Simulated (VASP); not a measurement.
Write the native input for VASP 6.6.1 that does the following.

| Quantity | Value |
| --- | --- |
| Task | band structure |
| Functional | PBEsol |
| Potentials or basis | VASP PAW PBE potentials, release 64 (Ga_d, Cu, Se) |
| Cutoff | 520 eV |
| k mesh | 10 × 10 × 10 |
| Occupations | methfessel-paxton, width 0.1 eV |
| Spin | no spin polarisation |
| Further INCAR settings | ALGO = Fast; EDIFF = 1e-06; NBANDS = 46 |

The structure of GaCuSe2 lies in POSCAR:

```
GaCuSe2                                 
1.0
   -2.7882980071      2.7882980071      5.5400700783
    2.7882980071     -2.7882980071      5.5400700783
    2.7882980071      2.7882980071     -5.5400700783
  Ga              Cu              Se            
     2     2     4
Direct
     0.5000000000000000    0.5000000000000000    0.0000000000000000
     0.2500000000000000    0.7500000000000000    0.5000000000000000
     0.0000000000000000    0.0000000000000000    0.0000000000000000
     0.7500000000000000    0.2500000000000000    0.5000000000000000
     0.3750000000000000    0.3672140960340542    0.4922140960340542
     0.6327859039659458    0.1250000000000000    0.0077859039659458
     0.8750000000000000    0.8827859039659458    0.5077859039659458
     0.1172140960340542    0.6250000000000000    0.9922140960340542
```

These files were run (other wordings do the same):

INCAR

```
PREC     = Accurate       # precision mode
ENCUT    = 520            # plane-wave cutoff, eV
EDIFF    = 1E-6           # SCF threshold, eV
ISMEAR   = 1              # smearing method
SIGMA    = 0.1            # smearing width, eV
LREAL    = F              # projectors in reciprocal space
LASPH    = T              # aspherical terms in the spheres
NELM     = 80             # most SCF steps
ALGO     = Fast           # electronic algorithm
ISIF     = 2              # what is computed and relaxed
LWAVE    = F              # write WAVECAR
LCHARG   = F              # write CHGCAR
LMAXMIX  = 4              # l up to which the mixer works
GGA      = PS             # functional
NBANDS   = 46             # bands
ICORELEVEL= 1            
KPAR     = 4
```

KPOINTS

```
regular mesh
0
Gamma
  10 10 10
```

KPOINTS_OPT

```
explicit points
228
Reciprocal
 0.0000000000  0.0000000000  0.0000000000 1
 0.0000000000  0.0000000000  0.0263157895 1
 0.0000000000  0.0000000000  0.0526315789 1
 0.0000000000  0.0000000000  0.0789473684 1
 0.0000000000  0.0000000000  0.1052631579 1
 0.0000000000  0.0000000000  0.1315789474 1
[... 220 lines left out ...]
-0.1298576533  0.1298576533  0.5000000000 1
 0.5000000000  0.5000000000 -0.1298576533 1
```

Potentials or basis: VASP PAW PBE potentials, release 64 (Ga_d, Cu, Se).

Launch:

```console
$ cat potpaw_PBE.64/Ga_d/POTCAR potpaw_PBE.64/Cu/POTCAR potpaw_PBE.64/Se/POTCAR > POTCAR
$ mpirun -np 4 vasp_std > vasp.out
```

Results of the run:

The pressure is 0.0 GPa, the largest force is 0.004 eV/Å and the band gap on the k mesh is 0.14 eV, direct. The band gap along the path is 0.14 eV, direct.

Caveat: the PAW data sets were made with another functional, which shifts forces and pressure a little.

Wall time 22 min on 4 MPI ranks on Intel(R) Xeon(R) Platinum 8259CL CPU @ 2.50GHz (Skylake/Cascade Lake), on a shared host, peak memory 1.1 GiB a rank.
